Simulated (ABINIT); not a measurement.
**Sn: equation of state with BLYP**

Crystal: Sn.

```
CELL_PARAMETERS angstrom
0.00000 3.23334 3.23334
3.23334 0.00000 3.23334
3.23334 3.23334 0.00000
ATOMIC_POSITIONS crystal
Sn 0.75000 0.75000 0.75000
Sn 0.50000 0.50000 0.50000
```

This isn't the form of Sn at room conditions, which is tetragonal (white tin).

```json
{"Program": "ABINIT 10.8.3 (patched build)", "Task": "equation of state", "Functional": "BLYP", "Potentials or basis": "JTH PAW PBE v2.0 sp", "Cutoff": "408 eV", "k mesh": "7 × 7 × 7", "Occupations": "fermi-dirac, width 0.05 eV", "Spin": "no spin polarisation", "Fine-grid cutoff": "816.342 eV", "Exchange and correlation inside the PAW spheres": "full angular mesh (pawxcdev 0, this build's default; the released program takes 1)"}
```

| Item | Value |
| --- | --- |
| Equilibrium volume | outside the volumes run |

Energy against volume, from the lowest point:
```
volume (Å³/atom)  energy (meV/atom)
          31.775             174.25
          32.451             131.83
          33.127              95.52
          33.803              64.71
          34.479              38.84
          35.155              17.41
          35.831               0.00
```

Wall time 49 s on 1 thread of Arm Neoverse V1 (shared host), peak memory 0.14 GiB.

Caveat: the cutoff is too short for stress, so the log's stress isn't used; the PAW data sets were made with another functional, which shifts forces and pressure a little; this set keeps more shells in the core, which shifts pressures and gaps; the atomic spheres overlap.
